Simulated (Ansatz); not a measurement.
Computed with Ansatz, DFT PBE, scalar-relativistic, plane waves, PAW. All cells share a 420 eV cutoff and Γ-centred k meshes spaced at most about 0.3 Å⁻¹ (about 0.25 or finer for metals, 2π included). No spin polarisation.

Temperature and zero-point effects are left out.

Question: Which of these relaxed structures of Zr₂H₃ is the lowest in energy?
1.

```
Zr H
1.0
     3.61790    0.00000    0.00000
    -1.80895    3.13320    0.00000
     0.00000    0.00000    5.60901
Zr H
2 3
Direct
  0.33333 0.66667 0.77497
  0.66667 0.33333 0.22503
  0.50000 0.00000 0.50000
  0.00000 0.50000 0.50000
  0.50000 0.50000 0.50000
```

2.

```
Zr H
1.0
    -2.11741    2.11741    3.72249
     2.11741   -2.11741    3.72249
     2.11741    2.11741   -3.72249
Zr H
2 3
Direct
  0.75000 0.25000 0.50000
  0.25000 0.75000 0.50000
  0.00000 0.00000 0.00000
  0.50000 0.00000 0.50000
  0.00000 0.50000 0.50000
```

3.

```
Zr H
1.0
     3.30110    0.00000    0.00000
    -1.65055    2.85884    0.00000
     0.00000    0.00000    6.07777
Zr H
2 3
Direct
  0.00000 0.00000 0.26266
  0.00000 0.00000 0.73734
  0.33333 0.66667 0.17154
  0.33333 0.66667 0.82846
  0.66667 0.33333 0.50000
```

Answer: 3. The next of these, cell 1, lies 0.32 eV/atom higher. Forms: cell 3 P-6m2; cell 1 P-3m1; cell 2 I4/mmm. Counting H atoms around Zr (those within 1.25 times the shortest such distance or 1.15 times the sum of covalent radii; a plus sign parts nearer from farther groups): cell 3 has Zr 3+3; cell 1 has Zr 3; cell 2 has Zr 2. All come from invented guesses. Shaken at random and relaxed again, cell 1 falls into a cell with space group R3m (No. 160), 0.64 eV/atom lower and the lowest form computed, so it is a saddle point or a shallow minimum.

With hydrogen, zero-point motion can shift such differences by 10 meV/atom or more. Cells without such a test can be saddle points. Some candidate types were left out of the draw beforehand, so a known form may be missing.
